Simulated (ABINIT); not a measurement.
Ge:

```xyz
2
Lattice="1.4881 -2.5947 0.0000 1.4881 2.5947 0.0000 0.0000 0.0000 4.7276" Properties=species:S:1:pos:R:3 pbc="T T T"
Ge    1.4881    0.8643    1.1819
Ge    1.4881   -0.8643    3.5457
```

This isn't the form of Ge at room conditions, which is diamond.

| Property | Result |
| --- | --- |
| Program | ABINIT 10.8.3 (patched build) |
| Task | relaxation of cell and atoms |
| Functional | PBEsol |
| Potentials or basis | PseudoDojo NC SR PBEsol v0.4.1 standard |
| Cutoff | 1061 eV |
| k mesh | 8 × 8 × 4 |
| Occupations | fermi-dirac, width 0.05 eV |
| Spin | no spin polarisation |

At the start: pressure 0.3 GPa; volume 18.25 Å³/atom.

Task: How do energy, volume and symmetry change on relaxing?

Result: Over 18 steps the energy falls by 24.8 meV/atom and the volume is 18.29 Å³/atom (+0.2 %); space group P6_3/mmc (No. 194, to 0.05 Å).

Step by step:
| step | energy change (eV) | largest force (eV/Å) | pressure (GPa) | volume (Å³) |
| --- | --- | --- | --- | --- |
| 1 | 0.0000 | 0.0048 | 0.34 | 36.51 |
| 2 | -0.0107 | 0.0047 | 0.12 | 36.54 |
| 3 | -0.0435 | 0.0163 | -0.05 | 36.59 |
| 4 | -0.0399 | 0.0151 | 0.12 | 36.57 |
| 5 | -0.0490 | 0.0157 | -0.03 | 36.59 |
| 6 | -0.0491 | 0.0143 | -0.03 | 36.59 |
| 7 | -0.0495 | 0.0027 | 0.03 | 36.56 |
| 8 | -0.0495 | 0.0027 | 0.02 | 36.57 |
| 9 | -0.0495 | 0.0026 | 0.02 | 36.57 |
| 10 | -0.0495 | 0.0027 | -0.01 | 36.58 |
| 11 | -0.0495 | 0.0028 | -0.01 | 36.58 |
| 12 | -0.0495 | 0.0040 | -0.04 | 36.60 |
| 13 | -0.0495 | 0.0083 | -0.12 | 36.63 |
| 14 | -0.0380 | 0.0237 | -2.52 | 37.86 |
| 15 | -0.0495 | 0.0106 | -0.16 | 36.65 |
| 16 | -0.0495 | 0.0131 | -0.20 | 36.67 |
| 17 | -0.0495 | 0.0052 | 0.08 | 36.54 |
| 18 | -0.0495 | 0.0003 | 0.00 | 36.58 |

Final structure:
```
Ge
1.0
     1.46050   -2.52980    0.00000
     1.46050    2.52980    0.00000
     0.00000    0.00000    4.95033
Ge
2
Direct
  0.33330 0.66670 0.25000
  0.66670 0.33330 0.75000
```
